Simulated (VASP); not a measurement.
# Pb (C2/m) in VASP: further runs, part 2 of 2

VASP 6.6.1.

## 5. Single point, LDA

The input, INCAR:

```
SYSTEM = Pb
ADDGRID = .False. ; ALGO = Normal
EDIFF = 1E-6 ; ENCUT = 220
GGA = CA ; ISIF = 2
ISMEAR = 1 ; LASPH = .True.
LCHARG = .False. ; LREAL = .False.
LWAVE = .False. ; NELM = 100
PREC = Accurate ; SIGMA = 0.2
```

The input, KPOINTS:

```
k-points
0
Gamma
  10 10 5
  0 0 0
```

The input, POSCAR:

```
Pb
1.0
    3.0386068135     -1.7503199600      0.0000000000
    3.0386068135      1.7503199600      0.0000000000
   -2.1154626375      0.0000000000      6.0952248674
Pb
2
Direct
    0.9085084100      0.9085084100      0.7262922000
    0.0914915900      0.0914915900      0.2737078000
```

Potentials or basis: VASP PAW LDA potentials, release 64 (Pb_d).

Started as:

```
$ cat potpaw_LDA.64/Pb_d/POTCAR > POTCAR
$ mpirun -np 1 vasp_std > vasp.out
```

OUTCAR:

```text
SYSTEM = Pb
   EDIFF = 1E-6
   ENCUT = 220
   GGA = CA
   ISIF = 2
   ISMEAR = 1
   LASPH = .True.
   LREAL = .False.
   NELM = 100
   PREC = Accurate

 Found    141 irreducible k-points:

 Following reciprocal coordinates:
            Coordinates               Weight
  0.000000  0.000000  0.000000      1.000000
  0.100000 -0.000000  0.000000      4.000000
  0.200000 -0.000000  0.000000      4.000000
  0.300000  0.000000 -0.000000      4.000000
  0.400000  0.000000 -0.000000      4.000000
  0.500000  0.000000 -0.000000      2.000000
   k-points           NKPTS =    141   k-points in BZ     NKDIM =    141   number of bands    NBANDS=     18
   number of dos      NEDOS =    301   number of ions     NIONS =      2
   total plane-waves  NPLWV =  10368
   dimension x,y,z NGX =    18 NGY =   18 NGZ =   32
   dimension x,y,z NGXF=    36 NGYF=   36 NGZF=   64
   ions per type =               2
   NGX,Y,Z   is equivalent  to a cutoff of   8.53,  8.53,  8.25 a.u.
   NGXF,Y,Z  is equivalent  to a cutoff of  17.07, 17.07, 16.49 a.u.
 SYSTEM =  Pb
   PREC   = accura    normal or accurate (medium, high low for compatibility)
   ISTART =      0    job   : 0-new  1-cont  2-samecut
   ICHARG =      2    charge: 1-file 2-atom 10-const
   ISPIN  =      1    spin polarized calculation?
   LNONCOLLINEAR =      F non collinear calculations
[... 55 lines left out ...]

 val. band max:        6.2506574339   @ k =  -0.2000   0.4000   0.2000
 cond. band min:       6.2817778094   @ k =  -0.4000   0.4000   0.4000
 fundamental gap:      0.0311203755
 Fermi energy:         6.2680927209

 k-point     1 :       0.0000    0.0000    0.0000
  band No.  band energies     occupation
      1     -10.8190      2.00000
      2     -10.7086      2.00000
      3     -10.7062      2.00000
      4     -10.7032      2.00000
      5     -10.7027      2.00000
      6     -10.6853      2.00000
[... 103 lines left out ...]
      5     -10.6376      2.00000
      6     -10.5408      2.00000
[... 10 lines left out ...]
     17       9.7108     -0.00000
     18      10.2439     -0.00000

 [... further k-points ...]

------------------------ aborting loop because EDIFF is reached ----------------------------------------

  FORCE on cell =-STRESS in cart. coord.  units (eV):
  Direction    XX          YY          ZZ          XY          YZ          ZX
  --------------------------------------------------------------------------------------
  -------------------------------------------------------------------------------------
  Total       -3.5045900     -3.4387569     -3.4510453      0.0000000      0.0000000      0.0180401
  in kB      -86.6036352    -84.9767999    -85.2804660      0.0000000      0.0000000      0.4457965
  external PRESSURE =     -85.6203004 kB  Pullay stress =       0.0000000 kB

 VOLUME and BASIS-vectors are now :
 -----------------------------------------------------------------------------
  energy-cutoff  :      220.00
  volume of cell :       64.84
      direct lattice vectors                 reciprocal lattice vectors
     3.038606813 -1.750319960  0.000000000     0.164549095 -0.285662057  0.057109864
     3.038606813  1.750319960  0.000000000     0.164549095  0.285662057  0.057109864
    -2.115462637  0.000000000  6.095224867     0.000000000  0.000000000  0.164062856

 POSITION                                       TOTAL-FORCE (eV/Angst)
 -----------------------------------------------------------------------------------
      3.98476      0.00000      4.42691         0.005362      0.000000     -0.043349
     -0.02300      0.00000      1.66831        -0.005362      0.000000      0.043349
 -----------------------------------------------------------------------------------
    total drift:                                0.000000      0.000000     -0.000000

  FREE ENERGIE OF THE ION-ELECTRON SYSTEM (eV)
  ---------------------------------------------------
  free  energy   TOTEN  =        -8.2633543018 eV

  energy  without entropy=       -8.2616746227  energy(sigma->0) =       -8.26279441
```

stdout:

```text
POSCAR found type information on POSCAR Pb
 POSCAR found :  1 types and       2 ions
 scaLAPACK will be used
 LDA part: xc-table for (Slater(with rela. corr.)+CA(PZ))
 , standard interpolation
 POSCAR, INCAR and KPOINTS ok, starting setup
 FFT: planning ... GRIDC
 FFT: planning ... GRID_SOFT
 FFT: planning ... GRID
 WAVECAR not read
 entering main loop
```

Wall time 13 s (1 thread of Intel Xeon 6975P-C (Granite Rapids), shared host); peak memory 0.14 GiB.

The run converged, but a check on its numbers failed (symmetry, net force, bounds or a known fault of this set-up), so they aren't taken as properties of the crystal.

Caveat: the cutoff lies under the usual one of these potentials, so the numbers hold a large basis-set error.

## 6. Single point, LDA

INCAR is that of step 5.

KPOINTS is that of step 5.

The input, POSCAR:

```
Pb
1.0
    3.0386068135     -1.7503199600      0.0000000000
    3.0386068135      1.7503199600      0.0000000000
   -2.1154626375      0.0000000000      6.0952248674
Pb
2
Direct
    0.9226740000      0.9042520000      0.7213670000
    0.1042030000      0.0659440000      0.2801110000
```

Potentials or basis: VASP PAW LDA potentials, release 64 (Pb_d).

Started as:

```
$ cat potpaw_LDA.64/Pb_d/POTCAR > POTCAR
$ mpirun -np 1 vasp_std > vasp.out
```

OUTCAR:

```text
SYSTEM = Pb
   EDIFF = 1E-6
   ENCUT = 220
   GGA = CA
   ISIF = 2
   ISMEAR = 1
   LASPH = .True.
   LREAL = .False.
   NELM = 100
   PREC = Accurate

 Found    252 irreducible k-points:

 Following reciprocal coordinates:
            Coordinates               Weight
  0.000000  0.000000  0.000000      1.000000
  0.100000 -0.000000  0.000000      2.000000
  0.000000 -0.100000  0.000000      2.000000
  0.200000 -0.000000  0.000000      2.000000
  0.000000 -0.200000  0.000000      2.000000
  0.300000  0.000000 -0.000000      2.000000
   k-points           NKPTS =    252   k-points in BZ     NKDIM =    252   number of bands    NBANDS=     18
   number of dos      NEDOS =    301   number of ions     NIONS =      2
   total plane-waves  NPLWV =  10368
   dimension x,y,z NGX =    18 NGY =   18 NGZ =   32
   dimension x,y,z NGXF=    36 NGYF=   36 NGZF=   64
   ions per type =               2
   NGX,Y,Z   is equivalent  to a cutoff of   8.53,  8.53,  8.25 a.u.
   NGXF,Y,Z  is equivalent  to a cutoff of  17.07, 17.07, 16.49 a.u.
 SYSTEM =  Pb
   PREC   = accura    normal or accurate (medium, high low for compatibility)
   ISTART =      0    job   : 0-new  1-cont  2-samecut
   ICHARG =      2    charge: 1-file 2-atom 10-const
   ISPIN  =      1    spin polarized calculation?
   LNONCOLLINEAR =      F non collinear calculations
   LSORBIT =      F    spin-orbit coupling
   LASPH  =      T    aspherical Exc in radial PAW
   ENCUT  =  220.0 eV  16.17 Ry    4.02 a.u.   4.24  4.24  7.80*2*pi/ulx,y,z
   NELM   =    100;   NELMIN=  2; NELMDL= -5     # of ELM steps
   EDIFF  = 0.1E-05   stopping-criterion for ELM
   LREAL  =      F    real-space projection
   EDIFFG = 0.1E-04   stopping-criterion for IOM
   NSW    =      0    number of steps for IOM
   IBRION =     -1    ionic relax: 0-MD 1-quasi-New 2-CG
   NFREE  =      0    steps in history (QN), initial steepest desc. (CG)
   ISIF   =      2    stress and relaxation
   ISYM   =      2    0-nonsym 1-usesym 2-fastsym
   POTIM  = 0.5000    time-step for ionic-motion
   TEBEG  =    0.0;   TEEND  =   0.0 temperature during run
   PSTRESS=    0.0 pullay stress
   NELECT =      28.0000    total number of electrons
   NUPDOWN=      -1.0000    fix difference up-down
   EMIN   =  10.00;   EMAX   =-10.00  energy-range for DOS
   EFERMI =   0.00;   METHOD = LEGACY
   ISMEAR =     1;   SIGMA  =   0.20  broadening in eV -4-tet -1-fermi 0-gaus
   EFERMI_NEDOS =   21; number of points for ismear=-14 and -15
   IALGO  =     38    algorithm
   IMIX   =      4    mixing-type and parameters
     AMIX     =   0.40;   BMIX     =  1.00
     AMIX_MAG =   1.60;   BMIX_MAG =  1.00
  volume/ion in A,a.u.               =      32.42       218.77
  Fermi-wavevector in a.u.,A,eV,Ry     =   1.237438  2.338420 20.833975  1.531254
  Thomas-Fermi vector in A             =   2.372006
   LORBIT       =      0    0 simple, 1 ext, 2 COOP (PROOUT), +10 PAW based schemes
   GGA     = CA    functional components
   LHFCALC =     F    Hartree Fock is set to
   AEXX    =    0.0000 exact exchange contribution
   IVDW    =     0    specifies the selected vdW correction
   LEPSILON=     F    determine dielectric tensor
   LRPA    =     F    only Hartree local field effects (RPA)
 non-spin polarized calculation
 Methfessel and Paxton  Order N= 1 SIGMA  =   0.20
  energy-cutoff  :      220.00
  volume of cell :       64.84
 maximum number of plane-waves:       490
 NGX is ok and might be reduce to    18
   NGX =  9   NGY =  9   NGZ = 15

 number of electron      28.0000028 magnetization

 Free energy of the ion-electron system (eV)
  ---------------------------------------------------
  ext. energy  EPLUGINS =         0.00000000
  ---------------------------------------------------
  free energy    TOTEN  =        -8.26264339 eV

  energy without entropy =       -8.25885574  energy(sigma->0) =       -8.26138084

 E-fermi :   6.2614     XC(G=0): -10.0824

 val. band max:        6.2558364108   @ k =  -0.1000   0.3000  -0.0000
 cond. band min:       6.2629767086   @ k =  -0.2000   0.3000   0.2000
 fundamental gap:      0.0071402978
 Fermi energy:         6.2614474258

 k-point     1 :       0.0000    0.0000    0.0000
  band No.  band energies     occupation
      1     -10.7967      2.00000
      2     -10.7111      2.00000
      3     -10.7109      2.00000
      4     -10.7095      2.00000
      5     -10.7059      2.00000
      6     -10.7052      2.00000
[... 10 lines left out ...]
     17      12.7812      0.00000
     18      12.8800      0.00000

 k-point     2 :       0.1000   -0.0000    0.0000
  band No.  band energies     occupation
      1     -10.7880      2.00000
      2     -10.7319      2.00000
      3     -10.7125      2.00000
      4     -10.6890      2.00000
      5     -10.6839      2.00000
      6     -10.6684      2.00000
[... 10 lines left out ...]
     17      12.6893      0.00000
     18      12.7968      0.00000

 k-point     3 :       0.0000   -0.1000    0.0000
  band No.  band energies     occupation
      1     -10.7870      2.00000
      2     -10.7329      2.00000
      3     -10.7118      2.00000
      4     -10.6896      2.00000
      5     -10.6832      2.00000
      6     -10.6699      2.00000
[... 10 lines left out ...]
     17      12.7082      0.00000
     18      12.7861      0.00000

 k-point     4 :       0.2000   -0.0000    0.0000
  band No.  band energies     occupation
      1     -10.7809      2.00000
      2     -10.7542      2.00000
      3     -10.7325      2.00000
      4     -10.6591      2.00000
      5     -10.6488      2.00000
      6     -10.6277      2.00000
[... 10 lines left out ...]
     17      12.0095      0.00000
     18      12.6900      0.00000

 k-point     5 :       0.0000   -0.2000    0.0000
  band No.  band energies     occupation
      1     -10.7762      2.00000
      2     -10.7590      2.00000
      3     -10.7322      2.00000
      4     -10.6609      2.00000
      5     -10.6516      2.00000
      6     -10.6276      2.00000
[... 10 lines left out ...]
     17      12.0273      0.00000
     18      12.6789      0.00000

 k-point     6 :       0.3000    0.0000   -0.0000
  band No.  band energies     occupation
      1     -10.8049      2.00000
      2     -10.7570      2.00000
      3     -10.7422      2.00000
      4     -10.6962      2.00000
      5     -10.6455      2.00000
      6     -10.5611      2.00000
[... 10 lines left out ...]
     17      11.1707      0.00000
     18      12.2072      0.00000

 [... further k-points ...]

------------------------ aborting loop because EDIFF is reached ----------------------------------------

  FORCE on cell =-STRESS in cart. coord.  units (eV):
  Direction    XX          YY          ZZ          XY          YZ          ZX
  --------------------------------------------------------------------------------------
  -------------------------------------------------------------------------------------
  Total       -3.2631370     -3.2196191     -3.4205158     -0.0220463     -0.0271703     -0.0394202
  in kB      -80.6369716    -79.5615805    -84.5260353     -0.5447966     -0.6714192     -0.9741329
  external PRESSURE =     -81.5748624 kB  Pullay stress =       0.0000000 kB

 VOLUME and BASIS-vectors are now :
 -----------------------------------------------------------------------------
  energy-cutoff  :      220.00
  volume of cell :       64.84
      direct lattice vectors                 reciprocal lattice vectors
     3.038606813 -1.750319960  0.000000000     0.164549095 -0.285662057  0.057109864
     3.038606813  1.750319960  0.000000000     0.164549095  0.285662057  0.057109864
    -2.115462637  0.000000000  6.095224867     0.000000000  0.000000000  0.164062856

 POSITION                                       TOTAL-FORCE (eV/Angst)
 -----------------------------------------------------------------------------------
      4.02528     -0.03224      4.39689        -0.003220     -0.008525      0.063449
     -0.07555     -0.06697      1.70734         0.003220      0.008525     -0.063449
 -----------------------------------------------------------------------------------
    total drift:                                0.000013      0.000053      0.000118

  FREE ENERGIE OF THE ION-ELECTRON SYSTEM (eV)
  ---------------------------------------------------
  free  energy   TOTEN  =        -8.2626433882 eV

  energy  without entropy=       -8.2588557358  energy(sigma->0) =       -8.26138084
```

OSZICAR:

```text
N       E                     dE             d eps       ncg     rms          rms(c)
DAV:   1     0.200516912827E+03    0.20052E+03   -0.96344E+03  9248   0.942E+02
DAV:   2     0.148564561595E+01   -0.19903E+03   -0.19685E+03  9266   0.338E+02
DAV:   3    -0.814971972599E+01   -0.96354E+01   -0.95479E+01 10772   0.880E+01
DAV:   4    -0.829501955582E+01   -0.14530E+00   -0.14509E+00  9970   0.123E+01
DAV:   5    -0.829932430718E+01   -0.43048E-02   -0.43046E-02 10222   0.182E+00    0.826E-01
DAV:   6    -0.827024203615E+01    0.29082E-01   -0.48185E-02 10676   0.252E+00    0.410E-01
DAV:   7    -0.826317558641E+01    0.70664E-02   -0.21866E-02  9936   0.158E+00    0.135E-01
DAV:   8    -0.826264731207E+01    0.52827E-03   -0.97090E-04  9590   0.388E-01    0.128E-02
DAV:   9    -0.826264331668E+01    0.39954E-05   -0.91582E-05  9658   0.815E-02    0.710E-03
DAV:  10    -0.826264338823E+01   -0.71554E-07   -0.98218E-06 10690   0.386E-02
   1 F= -.82626434E+01 E0= -.82613808E+01  d E =-.378765E-02
```

It took 22 s on 1 thread of Intel Xeon 6975P-C (Granite Rapids), shared host; peak memory 0.17 GiB.

The run converged, but a check on its numbers failed (symmetry, net force, bounds or a known fault of this set-up), so they aren't taken as properties of the crystal.

Caveat: the cutoff lies under the usual one of these potentials, so the numbers hold a large basis-set error.

## 7. The reference run

An earlier run on the cell as given: functional PBE; potentials or basis VASP PAW PBE potentials, release 64 (Pb_d); cutoff 520 eV; k mesh 9 × 9 × 5; occupations fermi-dirac, width 0.05 eV; no spin polarisation.

* Pressure: 0.7 GPa
* Largest force: 0.079 eV/Å
* Band gap on the k mesh: none (metal or under the smearing width)
